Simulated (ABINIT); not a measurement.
Here is an ABINIT 10.8.3 (patched build) calculation.

run.abi

```
# Pseudopotentials
pp_dirpath "./"
pseudos "Ti.upf, Si.upf"

# Structure
acell 7.1276444115 5.2026889003 5.2026889003
rprim
     1.0000000000     0.0000000000     0.0000000000
     0.0000000000     0.6588742018     0.7522531397
     0.0000000000    -0.6588742018     0.7522531397
ntypat 2
znucl 22 14
natom 2
typat 1 2
xred
     0.0000000000     0.0507473400     0.0507473400
     0.5000000000     0.5507526600     0.5507526600
chkprim 0
chksymtnons 0
tolsym 1.0e-6

# Plane-wave basis
ecut 1142.878222 eV

# k points
kptopt 1
ngkpt 5 8 8
nshiftk 1
shiftk 0.0 0.0 0.0

# Exchange and correlation
ixc -116133

# Bands and occupations
nband 12
occopt 3
tsmear 0.05 eV

# SCF cycle
nstep 100
tolvrs 1.0e-10

# Output
iomode 3
prtwf 0
prteig 0
prtebands 0
prtden 1
prtvha 1
prtvclmb 1
prtpot 1
prtelf 1
```

Potentials or basis: PseudoDojo NC SR PBEsol v0.4.1 standard.

Launch:

```console
$ abinit run.abi > log 2>&1
```

**Question.** Predict the band gap on the k mesh.

**Answer.** None (metal or under the smearing width).

**Question.** Predict the pressure.

**Answer.** 0.0 GPa.
